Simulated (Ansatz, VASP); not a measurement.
## BiTe: VASP beside Ansatz

```xyz
2
Lattice="0.0000 3.2350 3.2027 3.2350 0.0000 3.2027 3.2350 3.2350 0.0000" Properties=species:S:1:pos:R:3 pbc="T T T"
Bi    0.0000    0.0000    0.0000
Te    3.2350    3.2350    3.2027
```

Change from the starting cell: strain = -0.01.

Alike in both runs: task single point; functional PBE; k mesh 7 × 7 × 7; occupations fermi-dirac, width 0.05 eV; no spin polarisation.

|  | VASP | Ansatz |
| --- | --- | --- |
| version | VASP 6.6.1 | Ansatz 0.2.0 |
| potentials or method | VASP PAW PBE potentials, release 64 (Bi_d, Te) | Ansatz PAW |
| plane-wave cutoff (eV) | 520 | 420 |
| valence electrons in the cell | 21 | 31 |

|  | VASP | Ansatz | Ansatz less VASP |
| --- | --- | --- | --- |
| gap on the k mesh at the Fermi level (eV) | none | none | - |
| pressure (GPa) | 1.4 | 1.4 | +0.08 |
| largest component of the traceless stress (GPa) | 0.28 | 0.29 | +0.005 |

A gap of «none» marks a metal or a gap that the smearing closes. The two sets of potentials don't hold the same shells in valence.

Caveats: spin-orbit coupling is left out, which moves the levels of the heavy elements.
